## The gap of a stretched MoTe₂ sheet

A single layer of MoTe₂ can be tuned by stretching it on a substrate. Two things matter to whoever does this: how far the band gap moves, and whether the gap stays direct, since a direct gap lets electrons and holes recombine into light without help from lattice vibrations. The calculations below apply equal strain along both in-plane directions, negative for compression and positive for tension. No pressure acts on the sheet from above or below. The results at 4 % tension are held back, and the question is how much of that row the others determine.

Monolayer 2H-MoTe₂ under equal strain along both in-plane directions, computed with Ansatz 0.2.0 (PBE, plane-wave PAW, 12×12×1 k mesh, no spin polarisation). The unstrained cell (in-plane lattice constant 3.561 Å) and the atomic positions at each strain were relaxed with r2SCAN. Gap changes and energy rises are relative to the unstrained sheet.

```tsv
strain (%)	band gap (eV)	band gap change (eV)	least direct gap change (eV)	gap kind	energy rise per atom (meV)
-4	1.113	0.067	0.360	indirect	37.0
-3	1.163	0.116	0.264	indirect	19.8
-2	1.211	0.165	0.171	indirect	8.1
-1	1.129	0.083	0.083	direct	1.6
1	0.970	-0.076	-0.076	direct	3.0
2	0.900	-0.147	-0.147	direct	10.4
3	0.837	-0.210	-0.210	direct	21.9
4	?	?	?	?	?
```

The band gap is the smallest energy between any filled and any empty state. The least direct gap is the smallest such energy at one and the same crystal momentum. Both changes are counted from the unstrained sheet, whose gap is 1.046 eV. The row at 4 % compression carries a warning that the exchange–correlation potential is rough where the density is thin; its gaps follow the trend of the other rows, and it is kept in the fits.

### Two gaps under compression

From 3 % tension back to 1 % compression the band gap grows, but by 4 % compression it is shrinking again. The least direct gap shows no such turn: it grows at every known step towards compression. The band gap peaks because another gap, an indirect one, comes down and takes over near 2 % compression. Its empty edge lies in a valley between K, the corner of the Brillouin zone, and Γ, its centre. That valley falls between the points of the momentum mesh and was located by a separate search; on the mesh alone the gap at 2 % compression would still be the direct one, 1.217 eV. At that strain the two differ by only 6 meV, so the crossing is only as sharp as that search. The filled edge is at K for 2 and 3 % compression. At 4 % the output labels it M, the middle of the zone edge, but that label is doubtful. The edge energies at 2, 3 and 4 % compression (−4.823, −4.782 and −4.744 eV) continue the smooth trend of K, and in this family the filled edge at M is known to lie well below the one at K. The edge has therefore probably stayed at K. The size of the gap comes from the edge energies and doesn't depend on the label.

The band gap is thus the lowest of several curves. Each curve can be smooth while the lowest of them has a kink. A forecast therefore has two parts: extending the curve that is lowest now, and judging whether another will undercut it.

### Why the direct gap falls

In this family of sheets the direct gap lies at K, a corner of the Brillouin zone. The filled edge there is built mainly from Mo d orbitals lying in the plane, the empty edge mainly from the Mo d orbital along the normal, and both are mixed with Te p orbitals. Much of their separation comes from the coupling between neighbouring atoms. Stretching weakens that coupling, so the two edges drift together. This orbital picture is an argument from the known band structure; what the table shows is the steady fall of the gap.

The coupling should also fade more slowly the further the atoms are apart, because orbital tails decay roughly exponentially. Each further per cent of stretch then takes less from the gap than the one before. The known rows agree in sign: the direct gap loses 0.096 eV between 4 and 3 % compression, but only 0.063 eV between 2 and 3 % tension. They do not establish the cause. A single exponential would bend most under compression, whereas the steps change least there (0.096, then 0.093 eV) and more in tension (0.071, then 0.063 eV), and the height of the Te atoms adjusts with strain as well.

The simplest expression of this idea is a series in the strain $\varepsilon$, in per cent, that vanishes for the unstrained sheet:

$$\Delta E_\mathrm{direct} = a\,\varepsilon + b\,\varepsilon^2 .$$

The first term is the usual deformation potential, and the second lets its effect weaken with stretch. Least squares on the seven known rows gives $a=-0.0789$ eV per % and $b=0.00287$ eV per %². For 4 % tension, which played no part in the fit,

$$\Delta E_\mathrm{direct} = -0.0789\times 4 + 0.00287\times 16 = -0.316+0.046 = -0.270\ \mathrm{eV}.$$

### Will the gap stay direct?

The indirect gap seen under compression poses no threat in tension. It widens by about 0.05 eV for each per cent towards tension, and a rough straight extension puts it near 1.5 eV at 4 %. The danger is a different indirect gap. In this family the filled edge at Γ, the centre of the zone, is known to rise relative to the one at K when the sheet is stretched.

The known rows can't tell how close that edge is. Up to 3 % tension the direct gap is the smallest, and the band gap records only the winner. The forecast of a direct gap therefore rests on the absence of a crossing so far, which is weaker ground than a measured trend.

### The elastic energy

The energy has no such competitor, because it collects the contributions of all filled states. Its main part is the quadratic cost of a spring. Two smaller effects make tension and compression unequal. PBE is applied to a cell relaxed with another functional, and its own energy minimum lies slightly on the compressed side, which makes tension dearer. Against this, repulsion between atoms steepens when they are pushed together, which makes compression dearer.

The first effect grows in proportion to strain, the second roughly as its cube, so the second should catch up. Indeed the extra cost of tension is 2.3 meV per atom at 2 % strain and no larger at 3 %. A least-squares fit to the seven known rows with linear, quadratic and cubic terms supplies the forecast. Without the cubic term the same procedure would give about 39 meV per atom.

### Forecasts for 4 % tension

- The least direct gap changes by −0.27 ± 0.01 eV.
- The gap is likely, but not certainly, direct.
- The band gap is 0.78 ± 0.01 eV if it stays direct, and lower if another edge takes over.
- The energy rises by 37.1 ± 0.8 meV per atom, almost the same as at 4 % compression.

The error bars are judgements. They are wider than the scatter of the fits because the row lies outside the fitted range.

The withheld rows as computed:

```tsv
strain (%)	band gap (eV)	band gap change (eV)	least direct gap change (eV)	gap kind	energy rise per atom (meV)
4	0.757	-0.289	-0.267	indirect	37.3
```

### What held and what failed

The direct gap came out as forecast, with a change of −0.267 eV. The weakening response, read from the other rows, continued for one more step. The energy rise of 37.3 meV per atom also lies well within its range, and the version without the cubic term would have been too high by about 2 meV.

The forecast of the kind of gap was wrong. The gap is indirect at 4 % tension, and at 0.757 eV it lies 0.022 eV below the direct one. Anyone who had relied on the likelier case would have set the band gap too high by 0.019 eV, about twice the stated error. The curve was extended correctly, but it was no longer the lowest.

The new indirect gap runs from the filled edge at Γ to the empty edge at K: the calculation places the two band edges of this row at those points, as the known behaviour of the family suggests. The filled state at Γ reaches out along the normal, through Mo and Te orbitals that point that way, whereas the one at K lies mostly in the plane. Changing the in-plane spacing therefore shifts the two by different amounts. The direct and the indirect gap share the same empty edge, so the contest is between the two filled ones.

The two rows on either side of the crossing show how fast the newcomer moves. At 3 % tension the indirect gap can't have been smaller than the band gap of 0.837 eV, and at 4 % it is 0.757 eV. It has thus shrunk by at least 0.837 − 0.757 = 0.080 eV, while the direct gap shrank by 0.057 eV. A steeper curve had been approaching from above, out of sight of a quantity that reports only the minimum.

### Where the crossing would lie in a real sheet

The strain at which the gap turns indirect should not be taken as a design limit. The calculation leaves out spin–orbit coupling, which is known to split the filled edge at K and to raise its upper branch by roughly 0.1 eV. The edge at Γ is not split in this way. This shift is several times the 0.022 eV by which Γ wins here, and the same calculation with spin–orbit coupling would probably still give a direct gap at 4 % tension. PBE can also misjudge the spacing of the two filled edges, so the crossing in a real sheet remains open.

The size of the gap needs similar care, since PBE gives too small an energy for separating an electron from a hole. The changes with strain are the more useful result, as long as the same two edges are compared.

For a related sheet, the direct gap can be followed with a few strains and a gently curved line, provided its edges keep their character. Whether the gap stays direct depends on two other quantities: how far the next edge lies from the present one, and how much faster it moves with strain. Both can be had roughly from the unstrained sheet and one strained one, if the energies at K, Γ, M and in the valleys between them are recorded separately. A further strain is needed for the curvature: a straight line through the row at 1 % tension would lower the direct gap by 0.304 eV at 4 %, which is 0.037 eV too much and more than the margin that decided the crossing. With those energies the crossing can be estimated in advance; the band gap reveals it only once it has happened.
